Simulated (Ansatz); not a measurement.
Here is an Ansatz 0.2.0 calculation.

The input input.yaml:

```yaml
crystal:
  lattice:
    - [3.55801933, 0.0, 0.0]
    - [0.0, 3.55801933, 0.0]
    - [0.0, 0.0, 5.17186121]
  atoms:
    - { symbol: Hf, position: [0.0, 0.0, 0.0] }
    - { symbol: Hf, position: [0.5, 0.5, 0.5] }
    - { symbol: O, position: [0.0, 0.5, 0.19720788] }
    - { symbol: O, position: [0.5, 0.0, 0.30279212] }
    - { symbol: O, position: [0.5, 0.0, 0.80279212] }
    - { symbol: O, position: [0.0, 0.5, 0.69720788] }
hamiltonian:
  xc: pbe
  pseudopotentials: { kind: paw, source: ansatz }
kpoints:
  mp_grid: { grid: [8, 8, 5] }
scf:
  occupations: { method: fermi_dirac, width: 0.05 }
output:
  forces: true
  stress: true
  eigenvalues: true
  write_density: true
  write_potential: true
  elf: true
  volumetric_format: npy
```

Potentials or basis: Ansatz PAW earlier set.

Run with:

```bash
$ ansatz run input.yaml --threads 2 --pin off --max-ram 5632MiB --backend cpu --events-out ev --progress --plain --runs-dir out
```

Task: Estimate the band gap on the k mesh.

Result: 4.77 eV, indirect (least direct gap 4.83 eV).

Task: Predict the largest force.

Result: 0.140 eV/Å.

Task: What does it give for the pressure?

Result: 10.1 GPa.

Forces on the atoms (eV/Å):
```
Hf   0.000  0.000  0.000
Hf   0.000  0.000  0.000
O    0.000  0.000  0.140
O    0.000  0.000 -0.140
O    0.000  0.000 -0.140
O    0.000  0.000  0.140
```

Caveat: odd divisions of the mesh miss points on the zone boundary, where band edges often lie, so the gap on the mesh can be too wide; spin-orbit coupling is left out, which moves the levels of the heavy elements. A k mesh can miss the band edges.
